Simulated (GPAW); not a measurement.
# Settings that the conductance of a Sb chain with one N atom in line needs

How do the numerical settings move the conductance of a Sb chain with one N atom in line?

Program: GPAW 26.7.0. Level of theory: GPAW LCAO, PAW setups; Landauer transmission from Green's functions with principal layers (ASE), zero bias. Results are calculated unless marked as measured.

Most raw output is cut from this account.

### Step 1. Set-up

The cell holds 9 atoms: 8 Sb and 1 N. Cell: a = 9.000 Å, b = 9.000 Å, c = 23.142 Å, α = 90.0°, β = 90.0°, γ = 90.0°. Regions: left lead, 4 atoms (4 Sb); channel, 1 atom (1 N); right lead, 4 atoms (4 Sb). Vacuum lies along a and b. The structure is stacked along c, and the current runs across the ab planes.

### Step 2. Base settings

All settings start at ordinary values; they are then varied in turn, with meshes following the cell where its length changes.

Contents of run.py:

```python
import json
import numpy as np
from ase import Atoms
from ase.transport.calculators import TransportCalculator
from gpaw import GPAW, FermiDirac
from gpaw.lcao.tools import get_lcao_hamiltonian
from scipy.linalg import eigh

# The junction with lead layers at both ends, along the third cell vector
device = Atoms(
    ['Sb', 'Sb', 'Sb', 'Sb', 'N', 'Sb', 'Sb', 'Sb', 'Sb'],
    positions=[
        [4.50000, 4.50000, 1.37500],
        [4.50000, 4.50000, 4.12500],
        [4.50000, 4.50000, 6.87500],
        [4.50000, 4.50000, 9.62500],
        [4.50000, 4.50000, 11.57090],
        [4.50000, 4.50000, 13.51680],
        [4.50000, 4.50000, 16.26680],
        [4.50000, 4.50000, 19.01680],
        [4.50000, 4.50000, 21.76680]],
    cell=[[9.0, 0.0, 0.0], [0.0, 9.0, 0.0], [0.0, 0.0, 23.1418]],
    pbc=True)

# One principal layer of the lead: the first 2 atoms of the device
lead = Atoms(
    ['Sb', 'Sb'],
    positions=[
        [4.50000, 4.50000, 1.37500],
        [4.50000, 4.50000, 4.12500]],
    cell=[[9.0, 0.0, 0.0], [0.0, 9.0, 0.0], [0.0, 0.0, 5.5]],
    pbc=True)

settings = dict(mode='lcao', basis='dzp', xc='PBE', h=0.18,
                occupations=FermiDirac(0.1), maxiter=250,
                mixer=dict(beta=0.1, nmaxold=8, weight=100.0),
                convergence=dict(density=0.0001))
energies = np.arange(-2, 2 + 1e-9, 0.05)
eta = 0.0001
n1, n2 = 1, 1
# k and -k transmit alike, so half of the mesh across the current serves
mesh = [(i, j) for i in range(n1) for j in range(n2) if (i, j) <= (-i % n1, -j % n2)]
weights = np.array([1 if (i, j) == (-i % n1, -j % n2) else 2 for i, j in mesh]) / (n1 * n2)

# [... helper functions left out ...]
fermi_lead = ground_state(lead, (1, 1, 20), 'lead.txt')
fermi_device = ground_state(device, (1, 1, 4), 'device.txt')
# [... loop over the mesh left out, but for ...]
        # Shift the lead onto the potential of the device's first layer
        shift = ((H[:, 0, 0] - H0[:, 0, 0]) / S0[0, 0]).real.mean()
# [...]
kT = 8.617333e-5 * 300
bias = [0.1, 0.2, 0.5, 1.0, 1.5, 2.0]
# [... integrals and printing left out ...]
```

Run with:

```sh
$ OMP_NUM_THREADS=1 OPENBLAS_NUM_THREADS=1 python run.py
```

Run time: 31 s. Hardware: 1 thread of Arm Neoverse V2, shared host; peak memory 1.1 GiB.

Numbers from this step:

| Item | Value |
| --- | --- |
| conductance | 2.364 G₀ |
| largest coupling past the next principal layer | 7.85e-5 eV |
| largest misfit of the first principal layer | 0.04220 eV |
| shift that aligns the lead | -0.06991 eV |
| basis functions of the junction | 197 |
| basis functions of a principal layer | 46 |
| transmission at the Fermi level (one spin) | 2.364 |

One spin. The transmission, zone mean by energy, zero at the Fermi level:

```
energy (eV)  transmission, zone mean
     -2.000                    0.506
     -1.800                    0.508
     -1.600                    0.668
     -1.400                     1.46
     -1.200                     1.78
     -1.000                     1.93
     -0.800                     2.07
     -0.600                     2.19
     -0.400                     2.28
     -0.200                     2.33
      0.000                     2.36
      0.200                     2.39
      0.400                     2.42
      0.600                     2.45
      0.800                     2.48
      1.000                     2.50
      1.200                     2.51
      1.250                     2.51
      1.400                     2.51
      1.600                     2.46
      1.800                     2.11
      2.000                    0.504
```

Not self-consistent under bias; the bias window is split evenly. The current through one cell, from the zero-bias transmission by bias:

| bias (V) | current through one cell, from the zero-bias transmission (μA) |
| --- | --- |
| 0.100 | 18.3 |
| 0.200 | 36.6 |
| 0.500 | 91.5 |
| 1.000 | 183 |
| 1.500 | 272 |
| 2.000 | 360 |

Couplings past the next layer reach 7.9e-5 eV, small enough to drop; the matrix elements of the cell's first layer differ from the bulk lead's by up to 0.042 eV. That layer keeps its own values in the calculation, and only beyond it is the lead taken as perfect. The Fermi levels of lead and junction count from different zeros of potential, one for each periodic cell; with both set to zero, the small remaining shift is what aligns them. By hand: G = 2.364 × 77.48 μS = 183 μS, a resistance of 5.46 kΩ; at 0.1 V a linear junction would pass 18.3 μA, and the integral over the bias window gives 18.3 μA.

### Step 3. Varying the periods in a principal layer

A principal layer must be long enough that orbitals couple only to the neighbouring layers.

Changes to run.py since step 2:

```diff
@@ -24,9 +24,8 @@
 
-# One principal layer of the lead: the first 2 atoms of the device
+# One principal layer of the lead: the first 1 atoms of the device
 lead = Atoms(
-    ['Sb', 'Sb'],
+    ['Sb'],
     positions=[
-        [4.50000, 4.50000, 1.37500],
-        [4.50000, 4.50000, 4.12500]],
-    cell=[[9.0, 0.0, 0.0], [0.0, 9.0, 0.0], [0.0, 0.0, 5.5]],
+        [4.50000, 4.50000, 1.37500]],
+    cell=[[9.0, 0.0, 0.0], [0.0, 9.0, 0.0], [0.0, 0.0, 2.75]],
     pbc=True)
@@ -45,3 +44,3 @@
 # [... helper functions left out ...]
-fermi_lead = ground_state(lead, (1, 1, 20), 'lead.txt')
+fermi_lead = ground_state(lead, (1, 1, 40), 'lead.txt')
 fermi_device = ground_state(device, (1, 1, 4), 'device.txt')
```

Wall time 29 s (1 thread); peak memory 1.1 GiB.

The run ended with an error.

The program's message: “LinAlgError: The leading minor of order 21 of B is not positive definite. The factorization of B could not be completed and no eigenvalues or eigenvectors were computed.”

### Step 4. Varying the periods in a principal layer

Changes to run.py since step 3:

```diff
@@ -24,8 +24,10 @@
 
-# One principal layer of the lead: the first 1 atoms of the device
+# One principal layer of the lead: the first 3 atoms of the device
 lead = Atoms(
-    ['Sb'],
+    ['Sb', 'Sb', 'Sb'],
     positions=[
-        [4.50000, 4.50000, 1.37500]],
-    cell=[[9.0, 0.0, 0.0], [0.0, 9.0, 0.0], [0.0, 0.0, 2.75]],
+        [4.50000, 4.50000, 1.37500],
+        [4.50000, 4.50000, 4.12500],
+        [4.50000, 4.50000, 6.87500]],
+    cell=[[9.0, 0.0, 0.0], [0.0, 9.0, 0.0], [0.0, 0.0, 8.25]],
     pbc=True)
@@ -44,3 +46,3 @@
 # [... helper functions left out ...]
-fermi_lead = ground_state(lead, (1, 1, 40), 'lead.txt')
+fermi_lead = ground_state(lead, (1, 1, 14), 'lead.txt')
 fermi_device = ground_state(device, (1, 1, 4), 'device.txt')
```

Wall time 33 s (1 thread); peak memory 1.1 GiB.

This step gave:

```yaml
conductance: 2.366 G₀
largest_coupling_past_the_next_principal_layer: 3.12e-9 eV
largest_misfit_of_the_first_principal_layer: 0.07872 eV
shift_that_aligns_the_lead: -0.03952 eV
basis_functions_of_a_principal_layer: 69
transmission_at_the_fermi_level_one_spin: 2.366
```

One spin. Transmission, zone mean against energy, zero at the Fermi level:

| energy (eV) | transmission, zone mean |
| --- | --- |
| -2.00 | 0.506 |
| -1.85 | 0.508 |
| -1.70 | 0.510 |
| -1.60 | 0.686 |
| -1.45 | 1.29 |
| -1.30 | 1.65 |
| -1.15 | 1.83 |
| -1.05 | 1.91 |
| -0.90 | 2.01 |
| -0.75 | 2.11 |
| -0.60 | 2.19 |
| -0.50 | 2.24 |
| -0.35 | 2.29 |
| -0.20 | 2.33 |
| -0.05 | 2.36 |
| 0.00 | 2.37 |
| 0.05 | 2.37 |
| 0.20 | 2.39 |
| 0.35 | 2.41 |
| 0.50 | 2.44 |
| 0.60 | 2.45 |
| 0.75 | 2.47 |
| 0.90 | 2.49 |
| 1.05 | 2.50 |
| 1.15 | 2.51 |
| 1.25 | 2.51 |
| 1.30 | 2.51 |
| 1.45 | 2.50 |
| 1.60 | 2.45 |
| 1.70 | 2.35 |
| 1.85 | 1.83 |
| 2.00 | 0.507 |

Not self-consistent under bias; the bias window is split evenly. Table of current through one cell, from the zero-bias transmission by bias:

```csv
bias (V),"current through one cell, from the zero-bias transmission (μA)"
0.100,18.3
0.200,36.7
0.500,91.6
1.000,183
1.500,272
2.000,360
```

The conductance equals that of the base run to 0.2 %. Couplings past the next layer reach 3.1e-9 eV, small enough to drop; the matrix elements of the cell's first layer differ from the bulk lead's by up to 0.079 eV. That layer keeps its own values in the calculation, and only beyond it is the lead taken as perfect.

### Step 5. Convergence in the periods in a principal layer

The runs and the base run on one axis.

This step: convergence of the conductance (GPAW 26.7.0).

The conductance stays at 2.36 G₀ for periods in a principal layer from 2 to 3.

### Step 6. Density threshold: conv = 0.1

The Hamiltonian is taken from the last density. The density threshold is one of the tests that end the cycle; the energy must settle too, so a loose value may not be the test that decides.

This step: GPAW LCAO, PAW setups; Landauer transmission from Green's functions with principal layers (ASE), zero bias (GPAW 26.7.0).

Changes to run.py since step 4:

```diff
@@ -24,10 +24,9 @@
 
-# One principal layer of the lead: the first 3 atoms of the device
+# One principal layer of the lead: the first 2 atoms of the device
 lead = Atoms(
-    ['Sb', 'Sb', 'Sb'],
+    ['Sb', 'Sb'],
     positions=[
         [4.50000, 4.50000, 1.37500],
-        [4.50000, 4.50000, 4.12500],
-        [4.50000, 4.50000, 6.87500]],
-    cell=[[9.0, 0.0, 0.0], [0.0, 9.0, 0.0], [0.0, 0.0, 8.25]],
+        [4.50000, 4.50000, 4.12500]],
+    cell=[[9.0, 0.0, 0.0], [0.0, 9.0, 0.0], [0.0, 0.0, 5.5]],
     pbc=True)
@@ -37,3 +36,3 @@
                 mixer=dict(beta=0.1, nmaxold=8, weight=100.0),
-                convergence=dict(density=0.0001))
+                convergence=dict(density=0.1))
 energies = np.arange(-2, 2 + 1e-9, 0.05)
@@ -46,3 +45,3 @@
 # [... helper functions left out ...]
-fermi_lead = ground_state(lead, (1, 1, 14), 'lead.txt')
+fermi_lead = ground_state(lead, (1, 1, 20), 'lead.txt')
 fermi_device = ground_state(device, (1, 1, 4), 'device.txt')
```

It took 25 s on 1 thread; peak memory 1.1 GiB.

Numbers from this step:

```
conductance                                    : 2.363 G₀
largest coupling past the next principal layer : 7.85e-5 eV
largest misfit of the first principal layer    : 0.06375 eV
shift that aligns the lead                     : -0.07563 eV
basis functions of a principal layer           : 46
transmission at the Fermi level (one spin)     : 2.364
```

One spin. The transmission, zone mean by energy, zero at the Fermi level:

```
energy (eV)  transmission, zone mean
      -2.00                    0.508
      -1.90                    0.509
      -1.80                    0.510
      -1.70                    0.511
      -1.55                    0.866
      -1.45                     1.34
      -1.35                     1.65
      -1.25                     1.79
      -1.15                     1.86
      -1.05                     1.90
      -0.90                     1.98
      -0.80                     2.04
      -0.70                     2.10
      -0.60                     2.16
      -0.50                     2.21
      -0.40                     2.26
      -0.25                     2.31
      -0.15                     2.33
      -0.05                     2.35
       0.00                     2.36
       0.05                     2.37
       0.15                     2.39
       0.25                     2.41
       0.40                     2.43
       0.50                     2.45
       0.60                     2.46
       0.70                     2.48
       0.80                     2.49
       0.90                     2.50
       1.05                     2.51
       1.15                     2.51
       1.20                     2.52
       1.25                     2.51
       1.35                     2.51
       1.45                     2.50
       1.55                     2.48
       1.70                     2.37
       1.80                     2.10
       1.90                    0.917
       2.00                    0.502
```

Not self-consistent under bias; the bias window is split evenly. Current through one cell, from the zero-bias transmission against bias:

| bias (V) | current through one cell, from the zero-bias transmission (μA) |
| --- | --- |
| 0.100 | 18.3 |
| 0.200 | 36.6 |
| 0.500 | 91.5 |
| 1.000 | 182 |
| 1.500 | 272 |
| 2.000 | 359 |

The conductance equals that of the base run to 0.2 %.

### Step 7. Varying the density threshold: conv = 0.01

Changes to run.py since step 6:

```diff
@@ -36,3 +36,3 @@
                 mixer=dict(beta=0.1, nmaxold=8, weight=100.0),
-                convergence=dict(density=0.1))
+                convergence=dict(density=0.01))
 energies = np.arange(-2, 2 + 1e-9, 0.05)
```

Run time: 25 s. Hardware: 1 thread; peak memory 1.1 GiB.

One spin. Transmission, zone mean against energy, zero at the Fermi level:

(Unchanged from step 6.)

Not self-consistent under bias; the bias window is split evenly. Current through one cell, from the zero-bias transmission against bias:

| bias (V) | current through one cell, from the zero-bias transmission (μA) |
| --- | --- |
| 0.100 | 18.3 |
| 0.200 | 36.6 |
| 0.500 | 91.5 |
| 1.000 | 182 |
| 1.500 | 272 |
| 2.000 | 359 |

The conductance equals that of the base run to 0.2 %.

### Step 8. Varying the density threshold: conv = 0.001

Changes to run.py since step 7:

```diff
@@ -36,3 +36,3 @@
                 mixer=dict(beta=0.1, nmaxold=8, weight=100.0),
-                convergence=dict(density=0.01))
+                convergence=dict(density=0.001))
 energies = np.arange(-2, 2 + 1e-9, 0.05)
```

Elapsed: 27 s, on 1 thread; peak memory 1.1 GiB.

The conductance equals that of the base run to 0.2 %.

### Step 9. Varying the density threshold: conv = 1e-06

Changes to run.py since step 8:

```diff
@@ -36,3 +36,3 @@
                 mixer=dict(beta=0.1, nmaxold=8, weight=100.0),
-                convergence=dict(density=0.001))
+                convergence=dict(density=1e-06))
 energies = np.arange(-2, 2 + 1e-9, 0.05)
```

The job ended after 38 s (1 thread; peak memory 1.1 GiB).

The conductance equals that of the base run to 0.2 %.

### Step 10. Convergence in the density threshold

This step: convergence of the conductance (GPAW 26.7.0).

The conductance stays at 2.36 G₀ for log10 of the density threshold from -6 to -1.

### Step 11. Broadening: eta = 1e-06

The broadening keeps the Green's functions finite; too large a value absorbs electrons where channels are open and leaks them where none are.

This step: GPAW LCAO, PAW setups; Landauer transmission from Green's functions with principal layers (ASE), zero bias (GPAW 26.7.0).

Changes to run.py since step 9:

```diff
@@ -36,5 +36,5 @@
                 mixer=dict(beta=0.1, nmaxold=8, weight=100.0),
-                convergence=dict(density=1e-06))
+                convergence=dict(density=0.0001))
 energies = np.arange(-2, 2 + 1e-9, 0.05)
-eta = 0.0001
+eta = 1e-06
 n1, n2 = 1, 1
```

Run time: 31 s. Hardware: 1 thread; peak memory 1.1 GiB.

This step gave:

- conductance: 2.366 G₀
- largest misfit of the first principal layer: 0.04220 eV
- shift that aligns the lead: -0.06991 eV
- transmission at the Fermi level (one spin): 2.366

One spin. The transmission, zone mean by energy, zero at the Fermi level:

energy (eV), transmission, zone mean and a bar from the least value:
```
    -2.00       0.51 
    -1.85       0.51 
    -1.70       0.51 
    -1.60       0.67 ##
    -1.45       1.30 ############
    -1.30       1.67 #################
    -1.15       1.83 ####################
    -1.05       1.90 #####################
    -0.90       2.00 ######################
    -0.75       2.10 ########################
    -0.60       2.19 #########################
    -0.50       2.24 ##########################
    -0.35       2.30 ###########################
    -0.20       2.33 ###########################
    -0.05       2.36 ############################
     0.00       2.37 ############################
     0.05       2.37 ############################
     0.20       2.39 ############################
     0.35       2.41 ############################
     0.50       2.44 #############################
     0.60       2.45 #############################
     0.75       2.48 #############################
     0.90       2.50 ##############################
     1.05       2.51 ##############################
     1.15       2.51 ##############################
     1.25       2.52 ##############################
     1.30       2.52 ##############################
     1.45       2.50 ##############################
     1.60       2.46 #############################
     1.70       2.37 ############################
     1.85       1.79 ###################
     2.00       0.50
```

Not self-consistent under bias; the bias window is split evenly. Table of current through one cell, from the zero-bias transmission by bias:

| bias (V) | current through one cell, from the zero-bias transmission (μA) |
| --- | --- |
| 0.100 | 18.3 |
| 0.200 | 36.7 |
| 0.500 | 91.6 |
| 1.000 | 183 |
| 1.500 | 272 |
| 2.000 | 360 |

The conductance equals that of the base run to 0.2 %.

### Step 12. Broadening: eta = 0.001

Changes to run.py since step 11:

```diff
@@ -38,3 +38,3 @@
 energies = np.arange(-2, 2 + 1e-9, 0.05)
-eta = 1e-06
+eta = 0.001
 n1, n2 = 1, 1
```

Wall time 31 s (1 thread); peak memory 1.1 GiB.

Numbers from this step:

* conductance: 2.346 G₀
* transmission at the Fermi level (one spin): 2.347

One spin. Table of transmission, zone mean by energy, zero at the Fermi level:

```
energy (eV)  transmission, zone mean
      -2.00                    0.504
      -1.90                    0.505
      -1.80                    0.506
      -1.70                    0.507
      -1.55                    0.853
      -1.45                     1.28
      -1.35                     1.56
      -1.25                     1.71
      -1.15                     1.80
      -1.05                     1.88
      -0.90                     1.98
      -0.80                     2.05
      -0.70                     2.11
      -0.60                     2.17
      -0.50                     2.22
      -0.40                     2.26
      -0.25                     2.30
      -0.15                     2.32
      -0.05                     2.34
       0.00                     2.35
       0.05                     2.35
       0.15                     2.37
       0.25                     2.38
       0.40                     2.40
       0.50                     2.42
       0.60                     2.43
       0.70                     2.45
       0.80                     2.46
       0.90                     2.48
       1.05                     2.49
       1.15                     2.49
       1.20                     2.49
       1.25                     2.49
       1.35                     2.49
       1.45                     2.48
       1.55                     2.46
       1.70                     2.34
       1.80                     2.09
       1.90                     1.04
       2.00                    0.505
```

Not self-consistent under bias; the bias window is split evenly. Table of current through one cell, from the zero-bias transmission by bias:

```csv
bias (V),"current through one cell, from the zero-bias transmission (μA)"
0.100,18.2
0.200,36.4
0.500,90.8
1.000,181
1.500,270
2.000,357
```

The conductance, 2.35 G₀, lies 0.7 % below that of the base run.

### Step 13. Broadening: eta = 0.01

Changes to run.py since step 12:

```diff
@@ -38,3 +38,3 @@
 energies = np.arange(-2, 2 + 1e-9, 0.05)
-eta = 0.001
+eta = 0.01
 n1, n2 = 1, 1
```

Elapsed: 31 s, on 1 thread; peak memory 1.1 GiB.

One spin. Table of transmission, zone mean by energy, zero at the Fermi level:

| energy (eV) | transmission, zone mean |
| --- | --- |
| -2.00 | 0.487 |
| -1.90 | 0.488 |
| -1.80 | 0.489 |
| -1.70 | 0.490 |
| -1.55 | 0.746 |
| -1.45 | 1.10 |
| -1.35 | 1.36 |
| -1.25 | 1.52 |
| -1.15 | 1.61 |
| -1.05 | 1.69 |
| -0.90 | 1.80 |
| -0.80 | 1.87 |
| -0.70 | 1.94 |
| -0.60 | 1.99 |
| -0.50 | 2.04 |
| -0.40 | 2.09 |
| -0.25 | 2.13 |
| -0.15 | 2.15 |
| -0.05 | 2.17 |
| 0.00 | 2.18 |
| 0.05 | 2.19 |
| 0.15 | 2.20 |
| 0.25 | 2.21 |
| 0.40 | 2.24 |
| 0.50 | 2.25 |
| 0.60 | 2.27 |
| 0.70 | 2.28 |
| 0.80 | 2.29 |
| 0.90 | 2.30 |
| 1.05 | 2.31 |
| 1.10 | 2.31 |
| 1.15 | 2.31 |
| 1.25 | 2.31 |
| 1.35 | 2.30 |
| 1.45 | 2.28 |
| 1.55 | 2.25 |
| 1.70 | 2.11 |
| 1.80 | 1.85 |
| 1.90 | 0.919 |
| 2.00 | 0.531 |

The conductance, 2.18 G₀, lies 7.9 % below that of the base run.

(Continued in part 2 of 2.)

[Logs are printed without paths, hosts, clocks, repeated set-up lines and the standing remarks that a program may print on its own settings, such as how far it seeks lower states.]

[Hosts, paths, dates, database ids (printed as entryN), source tags and the programs' standing remarks are cut or masked in the printed files.]
